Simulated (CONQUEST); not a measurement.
## PtSe2 (Sudovikovite) under changes of volume

One of the cells (20.265 Å³/atom); the others are scaled copies at fixed shape and fractional positions:

```xyz
6
Lattice="3.7240 0.0000 0.0000 0.0000 5.0620 0.0000 0.0000 0.0000 6.4502" Properties=species:S:1:pos:R:3 pbc="T T T"
Pt    0.0000    0.0000    0.0000
Pt    1.8620    0.0000    3.2251
Se    0.0000    3.7965    2.1501
Se    1.8620    3.7965    5.3751
Se    0.0000    1.2655    4.3001
Se    1.8620    1.2655    1.0750
```

- Program: CONQUEST 1.3
- Functional: PBEsol
- Potentials or basis: PseudoDojo NC PBEsol, DZP, grid of 36 × 48 × 64 points
- k mesh: 7 × 5 × 4
- Occupations: fermi-dirac, width 0.05 eV
- Spin: no spin polarisation

| volume (Å³/atom) | energy over the lowest point (meV/atom) | pressure (GPa) | largest force (eV/Å) |
| --- | --- | --- | --- |
| 19.049 | 96.78 | 16.5 | 1.869 |
| 19.455 | ? | ? | ? |
| 19.860 | 33.46 | 9.1 | 1.189 |
| 20.265 | 14.67 | 5.8 | 0.889 |
| 20.671 | 3.80 | 2.8 | 0.614 |
| 21.076 | 0.00 | 0.2 | 0.360 |
| 21.481 | 2.12 | -1.9 | 0.126 |

**Question.** What does the run at 19.455 Å³/atom give?

**Answer.** Energy over the lowest point 60.45 meV/atom; pressure 12.3 GPa; largest force 1.516 eV/Å.

Worked out: A Birch-Murnaghan fit of order 3 (a polynomial in V^(-2/3)) to the other rows has its minimum at 21.12 Å³/atom with B0 = V·E''(V) = 128 GPa and B' = 4.1 at fixed shape and positions, which overstates the stiffness. It gives 60.37 meV/atom at 19.455 Å³/atom, against the run's 60.45, and -dE/dV = 12.5 GPa, against 12.3.

Energies are extrapolated to zero smearing.

Caveats: the basis of atomic orbitals isn't converged, which shifts pressures, moduli and gaps; forces of over 1 eV/Å show positions far from the minimum, so gaps and moduli don't describe the material at rest (some runs).
